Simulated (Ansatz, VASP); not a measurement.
# MgB2: VASP beside Ansatz

```
Mg B
1.0
     3.25742    0.00000    0.00000
    -1.62871    2.82101    0.00000
     0.00000    0.00000    3.40283
Mg B
1 2
Direct
  0.00000 0.00000 0.00000
  0.33333 0.66667 0.50000
  0.66667 0.33333 0.50000
```

Alike in both runs: task single point; functional PBEsol; k mesh 15 × 15 × 12; occupations gaussian, width 0.1 eV; no spin polarisation.

|  | VASP | Ansatz |
| --- | --- | --- |
| version | VASP 6.6.1 | Ansatz 0.2.0 |
| potentials or method | VASP PAW PBE potentials, release 64 (Mg, B) | scalar-relativistic, plane waves, PAW |
| plane-wave cutoff (eV) | 520 | 420 |
| valence electrons in the cell | 8 | 16 |

```csv
,VASP,Ansatz,Ansatz less VASP
gap on the k mesh at the Fermi level (eV),none,none,-
pressure (GPa),-15.2,-15.2,+0.08
largest component of the traceless stress (GPa),16.14,16.24,+0.101
```

A gap of «none» marks a metal or a gap that the smearing closes. The two sets of potentials don't hold the same shells in valence.

Caveats: so large a pressure means that the cell lies far from this level's equilibrium, or that cutoff or potentials fall short (VASP); the potentials were made for another functional, which shifts forces and pressure (VASP).
